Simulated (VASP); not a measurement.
# MgO (P-6m2) in VASP: a series of runs

One crystal, MgO, is run at these levels: PBE; tasks: single point.

All numbers are computed with VASP 6.6.1; they aren't measurements. Logs are shortened: lines on timing, memory, paths and dates and some standing lists are left out, and cuts for length are marked.

## (1) The crystal as given

The structure is hexagonal, space group P-6m2 (No. 187). Conventional cell: a = 2.938 Å, b = 2.938 Å, c = 2.680 Å, α = 90.00°, β = 90.00°, γ = 120.00°. Around Mg (site symmetry -6m2) lie 6 O at 2.16 Å. Around O (site symmetry -6m2) lie 6 Mg at 2.16 Å.

Measurements of this composition are mostly on another form, of space group No. 225.

## (2) Single point, PBE

INCAR reads:

```
ADDGRID = False
ALGO = Normal
EDIFF = 1E-7
ENCUT = 800
GGA = PE
ISIF = 2
ISMEAR = 0
LASPH = True
LCHARG = False
LREAL = False
LWAVE = False
NELM = 100
PREC = Accurate
SIGMA = 0.01
```

KPOINTS reads:

```
k-points
0
Gamma
  8 8 7
```

POSCAR reads:

```
MgO
1.0
    2.9380209034      0.0000000000      0.0000000000
   -1.4690104517      2.5444007392      0.0000000000
    0.0000000000      0.0000000000      2.6796800000
Mg O
1 1
Direct
    0.0000000000      0.0000000000      0.0000000000
    0.3333333333      0.6666666667      0.5000000000
```

Potentials or basis: VASP PAW PBE potentials, release 64 (Mg, O_h).

Run with:

```
cat potpaw_PBE.64/Mg/POTCAR potpaw_PBE.64/O_h/POTCAR > POTCAR
mpirun -np 1 vasp_std > vasp.out
```

OUTCAR:

```text
EDIFF = 1E-7
   ENCUT = 800
   GGA = PE
   ISIF = 2
   ISMEAR = 0
   LASPH = True
   LREAL = False
   NELM = 100
   PREC = Accurate

 Found     40 irreducible k-points:

 Following reciprocal coordinates:
            Coordinates               Weight
  0.000000  0.000000  0.000000      1.000000
  0.125000  0.000000  0.000000      6.000000
  0.250000  0.000000  0.000000      6.000000
  0.375000  0.000000  0.000000      6.000000
  0.500000  0.000000  0.000000      3.000000
  0.125000  0.125000  0.000000      6.000000
   k-points           NKPTS =     40   k-points in BZ     NKDIM =     40   number of bands    NBANDS=      8
   number of dos      NEDOS =    301   number of ions     NIONS =      2
   total plane-waves  NPLWV =  21952
   dimension x,y,z NGX =    28 NGY =   28 NGZ =   28
   dimension x,y,z NGXF=    56 NGYF=   56 NGZF=   56
   ions per type =               1   1
   NGX,Y,Z   is equivalent  to a cutoff of  15.84, 15.84, 17.37 a.u.
   NGXF,Y,Z  is equivalent  to a cutoff of  31.69, 31.69, 34.74 a.u.
 SYSTEM =  unknown system
   PREC   = accura    normal or accurate (medium, high low for compatibility)
   ISTART =      0    job   : 0-new  1-cont  2-samecut
   ICHARG =      2    charge: 1-file 2-atom 10-const
   ISPIN  =      1    spin polarized calculation?
   LNONCOLLINEAR =      F non collinear calculations
   LSORBIT =      F    spin-orbit coupling
   LASPH  =      T    aspherical Exc in radial PAW
   ENCUT  =  800.0 eV  58.80 Ry    7.67 a.u.   6.78  6.78  6.18*2*pi/ulx,y,z
   NELM   =    100;   NELMIN=  2; NELMDL= -5     # of ELM steps
   EDIFF  = 0.1E-06   stopping-criterion for ELM
   LREAL  =      F    real-space projection
   EDIFFG = 0.1E-05   stopping-criterion for IOM
   NSW    =      0    number of steps for IOM
   IBRION =     -1    ionic relax: 0-MD 1-quasi-New 2-CG
   NFREE  =      0    steps in history (QN), initial steepest desc. (CG)
   ISIF   =      2    stress and relaxation
   ISYM   =      2    0-nonsym 1-usesym 2-fastsym
   POTIM  = 0.5000    time-step for ionic-motion
   TEBEG  =    0.0;   TEEND  =   0.0 temperature during run
   PSTRESS=    0.0 pullay stress
   NELECT =       8.0000    total number of electrons
   NUPDOWN=      -1.0000    fix difference up-down
   EMIN   =  10.00;   EMAX   =-10.00  energy-range for DOS
   EFERMI =   0.00;   METHOD = LEGACY
   ISMEAR =     0;   SIGMA  =   0.01  broadening in eV -4-tet -1-fermi 0-gaus
   EFERMI_NEDOS =   21; number of points for ismear=-14 and -15
   IALGO  =     38    algorithm
   IMIX   =      4    mixing-type and parameters
     AMIX     =   0.40;   BMIX     =  1.00
     AMIX_MAG =   1.60;   BMIX_MAG =  1.00
  volume/ion in A,a.u.               =      10.02        67.59
  Fermi-wavevector in a.u.,A,eV,Ry     =   1.205583  2.278221 19.775115  1.453430
  Thomas-Fermi vector in A             =   2.341275
   LORBIT       =      0    0 simple, 1 ext, 2 COOP (PROOUT), +10 PAW based schemes
   GGA     = PE    functional components
   LHFCALC =     F    Hartree Fock is set to
   AEXX    =    0.0000 exact exchange contribution
   IVDW    =     0    specifies the selected vdW correction
   LEPSILON=     F    determine dielectric tensor
   LRPA    =     F    only Hartree local field effects (RPA)
 non-spin polarized calculation
 Gauss-broadening in eV      SIGMA  =   0.01
  energy-cutoff  :      800.00
  volume of cell :       20.03
 maximum number of plane-waves:      1038
 NGX is ok and might be reduce to    28
   NGX = 13   NGY = 13   NGZ = 13

 number of electron       7.9999998 magnetization

 Free energy of the ion-electron system (eV)
  ---------------------------------------------------
  ext. energy  EPLUGINS =         0.00000000
  ---------------------------------------------------
  free energy    TOTEN  =       -11.23524002 eV

  energy without entropy =      -11.23524002  energy(sigma->0) =      -11.23524002

 E-fermi :   3.7506     XC(G=0): -10.7379

 val. band max:        3.6804236977   @ k =   0.3750   0.2500   0.0000
 cond. band min:       6.6835770937   @ k =   0.0000   0.0000   0.0000
 fundamental gap:      3.0031533960
 Fermi energy:         3.7505606301

 k-point     1 :       0.0000    0.0000    0.0000
  band No.  band energies     occupation
      1     -13.7503      2.00000
      2       3.0860      2.00000
      3       3.0860      2.00000
      4       3.2891      2.00000
      5       6.6836      0.00000
      6      15.5582      0.00000
      7      19.2536      0.00000
      8      19.2536      0.00000

 k-point     2 :       0.1250    0.0000    0.0000
  band No.  band energies     occupation
      1     -13.6162      2.00000
      2       2.1260      2.00000
      3       2.9709      2.00000
      4       3.3371      2.00000
      5       7.5936      0.00000
      6      15.5302      0.00000
      7      17.9871      0.00000
      8      19.6449      0.00000

 k-point     3 :       0.2500    0.0000    0.0000
  band No.  band energies     occupation
      1     -13.2712      2.00000
      2       0.5362      2.00000
      3       2.7104      2.00000
      4       3.4574      2.00000
      5       9.0508      0.00000
      6      14.6848      0.00000
      7      17.4944      0.00000
      8      20.5186      0.00000

 k-point     4 :       0.3750    0.0000    0.0000
  band No.  band energies     occupation
      1     -12.8899      2.00000
      2      -0.7145      2.00000
      3       2.4685      2.00000
      4       3.5851      2.00000
      5      10.0370      0.00000
      6      14.0942      0.00000
      7      17.2134      0.00000
      8      21.2396      0.00000

 k-point     5 :       0.5000    0.0000    0.0000
  band No.  band energies     occupation
      1     -12.7189      2.00000
      2      -1.1907      2.00000
      3       2.3718      2.00000
      4       3.6391      2.00000
      5      10.2825      0.00000
      6      14.2166      0.00000
      7      16.7758      0.00000
      8      21.4820      0.00000

 k-point     6 :       0.1250    0.1250    0.0000
  band No.  band energies     occupation
      1     -13.3759      2.00000
      2       1.0259      2.00000
      3       2.6641      2.00000
      4       3.4217      2.00000
      5       8.7399      0.00000
      6      15.0097      0.00000
      7      17.5231      0.00000
      8      20.0991      0.00000

 [... further k-points ...]

------------------------ aborting loop because EDIFF is reached ----------------------------------------

  FORCE on cell =-STRESS in cart. coord.  units (eV):
  Direction    XX          YY          ZZ          XY          YZ          ZX
  --------------------------------------------------------------------------------------
  -------------------------------------------------------------------------------------
  Total       -0.4378816     -0.4378816     -0.4498149      0.0000000     -0.0000000      0.0000000
  in kB      -35.0222436    -35.0222436    -35.9766772      0.0000000     -0.0000000      0.0000000
  external PRESSURE =     -35.3403881 kB  Pullay stress =       0.0000000 kB

 VOLUME and BASIS-vectors are now :
 -----------------------------------------------------------------------------
  energy-cutoff  :      800.00
  volume of cell :       20.03
      direct lattice vectors                 reciprocal lattice vectors
     2.938020903  0.000000000  0.000000000     0.340365175  0.196509926  0.000000000
    -1.469010452  2.544400739  0.000000000     0.000000000  0.393019851  0.000000000
     0.000000000  0.000000000  2.679680000     0.000000000  0.000000000  0.373178887

 POSITION                                       TOTAL-FORCE (eV/Angst)
 -----------------------------------------------------------------------------------
      0.00000      0.00000      0.00000         0.000000      0.000000      0.000000
     -0.00000      1.69627      1.33984         0.000000      0.000000      0.000000
 -----------------------------------------------------------------------------------
    total drift:                               -0.000001      0.000000     -0.000000

  FREE ENERGIE OF THE ION-ELECTRON SYSTEM (eV)
  ---------------------------------------------------
  free  energy   TOTEN  =       -11.2352400172 eV

  energy  without entropy=      -11.2352400172  energy(sigma->0) =      -11.23524002
```

Wall time 14 s (1 thread of AMD EPYC 7R13 (Zen 3), shared host); peak memory 0.13 GiB.

These settings aren't checked as converged: the numbers below hold their error.

Results:

| Property | Result |
| --- | --- |
| Free energy | -11.2352 eV |
| Band gap on the k mesh | 3.00 eV, indirect (least direct gap 3.39 eV) |

Caveat: the cutoff is under 1.25 times the usual one of these potentials, so pressure, stress and relaxed cells hold a basis-set (Pulay) error; an odd mesh through Γ misses points on the zone boundary, where band edges often lie.

## (3) Single point, PBE

INCAR is that of step 2.

KPOINTS is that of step 2.

POSCAR reads:

```
MgO
1.0
    2.9380209034      0.0000000000      0.0000000000
   -1.4690104517      2.5444007392      0.0000000000
    0.0000000000      0.0000000000      2.6796800000
Mg O
1 1
Direct
   -0.0050010000     -0.0013850000      0.0023980000
    0.2972290000      0.6917140000      0.5132270000
```

Potentials or basis: VASP PAW PBE potentials, release 64 (Mg, O_h).

Run with:

```
cat potpaw_PBE.64/Mg/POTCAR potpaw_PBE.64/O_h/POTCAR > POTCAR
mpirun -np 1 vasp_std > vasp.out
```

It took 2.3 min on 1 thread of AMD EPYC 7R13 (Zen 3), shared host; peak memory 0.19 GiB.

The run converged, but some of its settings lie outside the range that counts as converged, so its numbers aren't taken as properties of the crystal.

Results:

```
Free energy            : -11.1894 eV
Largest force          : 0.671 eV/Å
Band gap on the k mesh : 2.95 eV, indirect (least direct gap 3.40 eV)
```

Caveat: the cutoff is under 1.25 times the usual one of these potentials, so pressure, stress and relaxed cells hold a basis-set (Pulay) error; an odd mesh through Γ misses points on the zone boundary, where band edges often lie.

## (4) Single point, PBE

Changes to INCAR since step 3:

```diff
@@ -12,3 +12,3 @@
 NELM = 100
-PREC = Accurate
-SIGMA = 0.01
+PREC = Low
+SIGMA = 0.05
```

KPOINTS is that of step 3.

POSCAR reads:

```
MgO
1.0
    2.9380209034      0.0000000000      0.0000000000
   -1.4690104517      2.5444007392      0.0000000000
    0.0000000000      0.0000000000      2.6796800000
Mg O
1 1
Direct
    0.0000000000      0.0000000000      0.0000000000
    0.3333333333      0.6666666667      0.5000000000
```

Potentials or basis: VASP PAW PBE potentials, release 64 (Mg, O_h).

Run with:

```
cat potpaw_PBE.64/Mg/POTCAR potpaw_PBE.64/O_h/POTCAR > POTCAR
mpirun -np 1 vasp_std > vasp.out
```

OUTCAR:

```text
EDIFF = 1E-7
   ENCUT = 800
   GGA = PE
   ISIF = 2
   ISMEAR = 0
   LASPH = True
   LREAL = False
   NELM = 100
   PREC = Low

 Found     40 irreducible k-points:

 Following reciprocal coordinates:
            Coordinates               Weight
  0.000000  0.000000  0.000000      1.000000
  0.125000  0.000000  0.000000      6.000000
  0.250000  0.000000  0.000000      6.000000
  0.375000  0.000000  0.000000      6.000000
  0.500000  0.000000  0.000000      3.000000
  0.125000  0.125000  0.000000      6.000000
   k-points           NKPTS =     40   k-points in BZ     NKDIM =     40   number of bands    NBANDS=      8
   number of dos      NEDOS =    301   number of ions     NIONS =      2
   total plane-waves  NPLWV =   8000
   dimension x,y,z NGX =    20 NGY =   20 NGZ =   20
   dimension x,y,z NGXF=    28 NGYF=   28 NGZF=   28
   ions per type =               1   1
   NGX,Y,Z   is equivalent  to a cutoff of  11.32, 11.32, 12.41 a.u.
   NGXF,Y,Z  is equivalent  to a cutoff of  15.84, 15.84, 17.37 a.u.
 SYSTEM =  unknown system
   PREC   = low       normal or accurate (medium, high low for compatibility)
   ISTART =      0    job   : 0-new  1-cont  2-samecut
   ICHARG =      2    charge: 1-file 2-atom 10-const
   ISPIN  =      1    spin polarized calculation?
[... 59 lines left out ...]
 Fermi energy:         3.9936156750

 k-point     1 :       0.0000    0.0000    0.0000
  band No.  band energies     occupation
      1     -13.7501      2.00000
      2       3.0852      2.00000
      3       3.0860      2.00000
      4       3.2902      2.00000
      5       6.6838      0.00000
      6      15.5589      0.00000
      7      19.2542      0.00000
      8      19.2543      0.00000
[... 45 lines left out ...]
 k-point     6 :       0.1250    0.1250    0.0000
  band No.  band energies     occupation
      1     -13.3758      2.00000
      2       1.0260      2.00000
      3       2.6633      2.00000
      4       3.4228      2.00000
      5       8.7400      0.00000
      6      15.0102      0.00000
      7      17.5235      0.00000
      8      20.0995      0.00000

 [... further k-points ...]

------------------------ aborting loop because EDIFF is reached ----------------------------------------

  FORCE on cell =-STRESS in cart. coord.  units (eV):
  Direction    XX          YY          ZZ          XY          YZ          ZX
  --------------------------------------------------------------------------------------
  -------------------------------------------------------------------------------------
  Total       -0.4159491     -0.4159491     -0.4448624     -0.0000000      0.0000000      0.0000000
  in kB      -33.2680587    -33.2680587    -35.5805774     -0.0000000      0.0000000      0.0000000
  external PRESSURE =     -34.0388983 kB  Pullay stress =       0.0000000 kB

 VOLUME and BASIS-vectors are now :
 -----------------------------------------------------------------------------
  energy-cutoff  :      800.00
  volume of cell :       20.03
      direct lattice vectors                 reciprocal lattice vectors
     2.938020903  0.000000000  0.000000000     0.340365175  0.196509926  0.000000000
    -1.469010452  2.544400739  0.000000000     0.000000000  0.393019851  0.000000000
     0.000000000  0.000000000  2.679680000     0.000000000  0.000000000  0.373178887

 POSITION                                       TOTAL-FORCE (eV/Angst)
 -----------------------------------------------------------------------------------
      0.00000      0.00000      0.00000         0.000000      0.000000      0.000000
     -0.00000      1.69627      1.33984        -0.000000      0.000000      0.000000
 -----------------------------------------------------------------------------------
    total drift:                                0.000169     -0.000098     -0.000000

  FREE ENERGIE OF THE ION-ELECTRON SYSTEM (eV)
  ---------------------------------------------------
  free  energy   TOTEN  =       -11.2372030492 eV

  energy  without entropy=      -11.2372030492  energy(sigma->0) =      -11.23720305
```

OSZICAR:

```text
N       E                     dE             d eps       ncg     rms          rms(c)
DAV:   1     0.440872303109E+02    0.44087E+02   -0.57540E+03   656   0.126E+03
DAV:   2    -0.101320394593E+02   -0.54219E+02   -0.52057E+02   880   0.178E+02
DAV:   3    -0.129522441999E+02   -0.28202E+01   -0.28202E+01   704   0.549E+01
DAV:   4    -0.129677623020E+02   -0.15518E-01   -0.15518E-01  1144   0.392E+00
DAV:   5    -0.129677638696E+02   -0.15676E-05   -0.15676E-05   704   0.380E-02    0.751E+00
DAV:   6    -0.112901380896E+02    0.16776E+01   -0.11046E+01   704   0.221E+01    0.249E+00
DAV:   7    -0.112551966258E+02    0.34941E-01   -0.94790E-02   776   0.382E+00    0.141E+00
DAV:   8    -0.112374443344E+02    0.17752E-01   -0.42134E-02   728   0.336E+00    0.265E-01
DAV:   9    -0.112371699616E+02    0.27437E-03   -0.42126E-04  1048   0.224E-01    0.176E-01
DAV:  10    -0.112372028580E+02   -0.32896E-04   -0.74508E-04   704   0.285E-01    0.112E-02
DAV:  11    -0.112372023332E+02    0.52485E-06   -0.44270E-06  1008   0.301E-02    0.515E-03
DAV:  12    -0.112372030329E+02   -0.69972E-06   -0.10767E-06   720   0.991E-03    0.287E-03
DAV:  13    -0.112372030492E+02   -0.16329E-07   -0.59121E-09   728   0.873E-04
   1 F= -.11237203E+02 E0= -.11237203E+02  d E =-.464145E-20
```

stdout:

```text
POSCAR found type information on POSCAR MgO
 POSCAR found :  2 types and       2 ions
 scaLAPACK will be used
 LDA part: xc-table for (Slater+PW92), standard interpolation
 POSCAR, INCAR and KPOINTS ok, starting setup
 FFT: planning ... GRIDC
 FFT: planning ... GRID_SOFT
 FFT: planning ... GRID
 WAVECAR not read
 entering main loop
```

It took 13 s on 1 thread of AMD EPYC 7R13 (Zen 3), shared host; peak memory 0.09 GiB.

These settings aren't checked as converged: the numbers below hold their error.

Results:

| Quantity | Value |
| --- | --- |
| Free energy | -11.2372 eV |
| Band gap on the k mesh | 3.00 eV, indirect (least direct gap 3.39 eV) |

Caveat: the cutoff is under 1.25 times the usual one of these potentials, so pressure, stress and relaxed cells hold a basis-set (Pulay) error; an odd mesh through Γ misses points on the zone boundary, where band edges often lie.

## (5) Single point, PBE

INCAR is that of step 4.

KPOINTS is that of step 4.

POSCAR reads:

```
MgO
1.0
    2.9380209034      0.0000000000      0.0000000000
   -1.4690104517      2.5444007392      0.0000000000
    0.0000000000      0.0000000000      2.6796800000
Mg O
1 1
Direct
   -0.0050010000     -0.0013850000      0.0023980000
    0.2972290000      0.6917140000      0.5132270000
```

Run with:

```
cat potpaw_PBE.64/Mg/POTCAR potpaw_PBE.64/O_h/POTCAR > POTCAR
mpirun -np 1 vasp_std > vasp.out
```

Run time: 56 s. Hardware: 1 thread of AMD EPYC 7R13 (Zen 3), shared host; peak memory 0.15 GiB.

The run converged, but some of its settings lie outside the range that counts as converged, so its numbers aren't taken as properties of the crystal.

What came out:

- Free energy: -11.1917 eV
- Largest force: 0.671 eV/Å
- Band gap on the k mesh: 2.95 eV, indirect (least direct gap 3.40 eV)

Caveat: the cutoff is under 1.25 times the usual one of these potentials, so pressure, stress and relaxed cells hold a basis-set (Pulay) error; an odd mesh through Γ misses points on the zone boundary, where band edges often lie.

## (6) Single point, PBE

Changes to INCAR since step 5:

```diff
@@ -12,3 +12,3 @@
 NELM = 100
-PREC = Low
+PREC = Normal
 SIGMA = 0.05
```

KPOINTS is that of step 5.

POSCAR reads:

```
MgO
1.0
    2.9380209034      0.0000000000      0.0000000000
   -1.4690104517      2.5444007392      0.0000000000
    0.0000000000      0.0000000000      2.6796800000
Mg O
1 1
Direct
    0.0000000000      0.0000000000      0.0000000000
    0.3333333333      0.6666666667      0.5000000000
```

Potentials or basis: VASP PAW PBE potentials, release 64 (Mg, O_h).

Run with:

```
cat potpaw_PBE.64/Mg/POTCAR potpaw_PBE.64/O_h/POTCAR > POTCAR
mpirun -np 1 vasp_std > vasp.out
```

Run time: 13 s. Hardware: 1 thread of AMD EPYC 7R13 (Zen 3), shared host; peak memory 0.1 GiB.

The run converged, but some of its settings lie outside the range that counts as converged, so its numbers aren't taken as properties of the crystal.

What came out:

- Free energy: -11.2375 eV
- Band gap on the k mesh: 3.00 eV, indirect (least direct gap 3.39 eV)

Caveat: the cutoff is under 1.25 times the usual one of these potentials, so pressure, stress and relaxed cells hold a basis-set (Pulay) error; an odd mesh through Γ misses points on the zone boundary, where band edges often lie.

## (7) For comparison

An earlier run on the cell as given: functional PBE; potentials or basis VASP PAW PBE potentials, release 64 (Mg, O); cutoff 520 eV; k mesh 10 × 10 × 10; occupations fermi-dirac, width 0.05 eV; no spin polarisation.

* Pressure: -0.7 GPa
* Band gap on the k mesh: 3.01 eV, indirect (least direct gap 3.40 eV)
